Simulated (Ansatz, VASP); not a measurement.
Sc in VASP and in Ansatz

```xyz
5
Lattice="3.2110 0.0000 0.0000 0.0000 3.2110 0.0000 0.0000 0.0000 26.0820" Properties=species:S:1:pos:R:3 pbc="T T T"
Sc    1.6055    1.6055    8.5000
Sc    0.0000    0.0000   10.7705
Sc    1.6055    1.6055   13.0543
Sc    0.0000    0.0000   15.3460
Sc    1.6055    1.6055   17.4647
```

Alike in both runs: functional PBEsol; k mesh 8 × 8 × 1; occupations gaussian, width 0.1 eV; no spin polarisation.

Ansatz relaxed the structure, and its values are those at the end. VASP's run is a single point on that final structure, the one shown.

|  | VASP | Ansatz |
| --- | --- | --- |
| version | VASP 6.6.1 | Ansatz 0.2.0 |
| potentials or method | VASP PAW PBE potentials, release 64 (Sc_sv) | scalar-relativistic, plane waves, PAW |
| plane-wave cutoff (eV) | 520 | 420 |
| valence electrons in the cell | 55 | 55 |

Ansatz gave:

* gap on the k mesh at the Fermi level (eV): none
* rms of the force components (eV/Å): 0.157

Which values does VASP return?

gap on the k mesh at the Fermi level (eV): none; rms of the force components (eV/Å): 0.156.

A gap of «none» marks a metal or a gap that the smearing closes.

Caveats: the PAW data sets were made with another functional, which shifts forces and pressure a little (VASP).
